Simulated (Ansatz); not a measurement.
Consider the formal exchange of groups at a B–O bond: `CB(O)Br` + `C=C(C)C(=O)OC` → `COB(C)Br` + `C=C(C)C(=O)O`.

Isolated molecules relaxed with PBE0-D4/def2-TZVP in Ansatz; ΔE leaves out vibrations. CBS: MP2 limit from def2 TZ/QZ plus the TZ coupled-cluster correction, frozen cores. Functionals use def2-TZVPP. B3LYP here is the variant with VWN-RPA as its local correlation; programs differ in this. For Br outer-core shells are correlated without core-valence functions, which leaves a few kJ/mol of doubt a bond. Scalar relativity is left out up to krypton. Each species was taken in one conformer, which may not be the lowest.

| level | ΔE (kJ/mol) | difference from CCSD(T)/CBS |
| --- | --- | --- |
| PBE-D4 | 9.6 | -1.3 |
| r2SCAN-D4 | 12.3 | 1.4 |
| PBE0-D4 | 10.1 | -0.8 |
| B3LYP-D4 | 9.8 | -1.1 |
| ωB97X-V | 11.2 | 0.3 |
| ωB97M-V | 11.2 | 0.3 |
| B2PLYP | 11.0 | 0.1 |
| r2SCAN | 12.1 | 1.2 |
| B3LYP | 10.2 | -0.7 |
| HF/def2-TZVPP | 12.1 | 1.2 |
| MP2/def2-TZVPP | 12.0 | 1.1 |
| SCS-MP2/def2-TZVPP | 11.9 | 1.0 |
| CCSD/def2-TZVPP | 11.7 | 0.8 |
| MP2/def2-QZVPP | 11.3 | 0.4 |
| SCS-MP2/def2-QZVPP | 11.3 | 0.4 |
| CCSD/CBS(def2) | 10.6 | -0.3 |
| CCSD(T)/CBS | 10.9 | 0 |

Largest T1 diagnostic among the species: 0.014.

CCSD(T)/CBS has its own doubt, a few kJ/mol and more with outer-core shells, so smaller differences from it don't rank the levels.
